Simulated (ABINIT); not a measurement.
A run of ABINIT 10.8.3 (patched build) is set up as follows.

The input run.abi:

```
# Datasets: one volume each
ndtset 7
getwfk -1
scalecart1 3*0.9795861087
scalecart2 3*0.9864848297
scalecart3 3*0.9932883884
scalecart4 3*1.0000000000
scalecart5 3*1.0066227096
scalecart6 3*1.0131594038
scalecart7 3*1.0196128224

# Pseudopotentials
pp_dirpath "./"
pseudos "Cd.GGA_PBE-JTH.xml, O.GGA_PBE-JTH.xml"

# Structure
acell 3.3226947648 3.3226947648 3.3226947648 Angstrom
rprim
     0.0000000000     0.7071067812     0.7071067812
     0.7071067812     0.0000000000     0.7071067812
     0.7071067812     0.7071067812     0.0000000000
ntypat 2
znucl 48 8
natom 2
typat 1 2
xred
     0.0000000000     0.0000000000     0.0000000000
     0.5000000000     0.5000000000     0.5000000000

# Plane-wave basis
ecut 23.0
pawecutdg 45.0

# k points
kptopt 1
ngkpt 10 10 10
nshiftk 1
shiftk 0.0 0.0 0.0

# Exchange and correlation
ixc 11
vdw_xc 7

# Bands and occupations
nband 13
occopt 3
tsmear 0.00183747

# SCF cycle
nstep 100
tolvrs 1.0e-9

# Output
iomode 3
prtwf 1
prtden 0
prteig 0
prtebands 0
```

Potentials or basis: JTH PAW PBE v2.0.

The run is started by

```sh
$ abinit run.abi > log 2>&1
```

Q: Predict the equilibrium volume.

A: 13.20 Å³/atom.

Q: Predict the bulk modulus.

A: 135 GPa.

Q: Estimate the pressure derivative of the bulk modulus.

A: 4.8.

Energy against volume, from the lowest point:
```csv
volume (Å³/atom),energy (meV/atom)
12.191,37.91
12.451,20.08
12.710,8.25
12.970,1.74
13.229,0.00
13.488,2.49
13.748,8.78
```

Caveat: pressures at fixed basis lie under the slope of the energies. Zero-point motion and thermal expansion aren't in these numbers.
